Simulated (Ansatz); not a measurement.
Runs of Ansatz 0.2.0 on TaN. It takes space group P-6m2 (No. 187, hexagonal). The conventional cell has a = 2.938 Å, b = 2.938 Å, c = 2.883 Å, α = 90.00°, β = 90.00°, γ = 120.00°. Around Ta (site symmetry -6m2) lie 6 N at 2.23 Å. Around N (site symmetry -6m2) lie 6 Ta at 2.23 Å. 

| task | level | potentials or basis | U | cell | k mesh | cutoff (eV) | points for each segment of the path | hubbard projectors | double counting | mesh quality | gap on the mesh (eV) | pressure (GPa) | V0 of scaled cells (Å³/atom) | relaxed volume (Å³/atom) | B0 (GPa) |
| --- | --- | --- | --- | --- | --- | --- | --- | --- | --- | --- | --- | --- | --- | --- | --- |
| band structure | PBEsol | JTH PAW | - | as given | 10 × 10 × 9 | 1320 | 14 | - | - | not flagged | none | -4.5 | - | - | - |
| relaxation of cell and atoms | HSE03 | Ansatz PAW | - | relaxed | 5 × 5 × 5 | 420 | - | - | - | coarse | none | - | - | 10.69 | - |
| single point | r2SCAN50 | Ansatz PAW | - | as given | 5 × 5 × 5 | 500 | - | - | - | coarse | none | - | - | - | - |
| projected density of states | PBEsol+U | Ansatz PAW | Ta d U = 4 eV | as given | 10 × 10 × 9 | 420 | - | ortho-atomic (the default) | fll (the default) | not flagged | none | -1.2 | - | - | - |
| band structure | PBEsol | Ansatz PAW | - | as given | 10 × 10 × 9 | 420 | 14 | - | - | not flagged | none | -4.9 | - | - | - |
| band structure | LDA+U | Ansatz PAW | Ta d U = 4 eV | as given | 10 × 10 × 9 | 420 | 14 | ortho-atomic (the default) | fll (the default) | not flagged | none | -8.0 | - | - | - |
| equation of state | PBEsol | Ansatz PAW | - | as given | 10 × 10 × 9 | 420 | - | - | - | not flagged | - | - | 10.63 | - | 364 |
| equation of state | r2SCAN | Ansatz PAW | - | as given | 10 × 10 × 9 | 500 | - | - | - | not flagged | - | - | 10.77 | - | 361 |
| single point | PBE0 | Ansatz PAW | - | as given | 8 × 8 × 6 | 420 | - | - | - | coarse | none | - | - | - | - |
| band structure | PBEsol | Ansatz PAW earlier set | - | as given | 10 × 10 × 9 | 870 | 14 | - | - | not flagged | none | -4.7 | - | - | - |
| relaxation of cell and atoms | B3LYP | Ansatz PAW | - | relaxed | 5 × 5 × 5 | 420 | - | - | - | coarse | none | - | - | (a) | - |
| band structure | LDA+U | Ansatz PAW | Ta d U = 6 eV | as given | 10 × 10 × 9 | 420 | 14 | ortho-atomic (the default) | fll (the default) | not flagged | none | (b) | - | - | - |

Alike in all rows: no spin polarisation; smearing fermi-dirac 0.05 eV.

Question: Estimate the missing entries.

Answer: (a) 10.99; (b) -5.8.

Caveats: some runs use coarse meshes; the PAW data sets come from PBE, with cores solved anew for the run's functional, which leaves a small shift of forces and pressure (some runs); U without spin polarisation on a metal has little footing (some runs); the plane-wave basis is chosen anew once the cell has moved, so the energies of steps on either side of that aren't comparable (some runs); the cell was scaled at fixed shape and fractional positions, which overstates the stiffness of a crystal with free parameters, most of all of layers and chains (some runs); the density of states is complete only up to the lowest level of the last band computed (some runs); the potentials were made for another functional, which shifts forces and pressure (some runs).

A k mesh can miss the band edges, and the runs leave out spin-orbit coupling on Ta.

A gap of «none» marks a metal or a gap under the smearing width.

Not every run made on this cell is shown here.
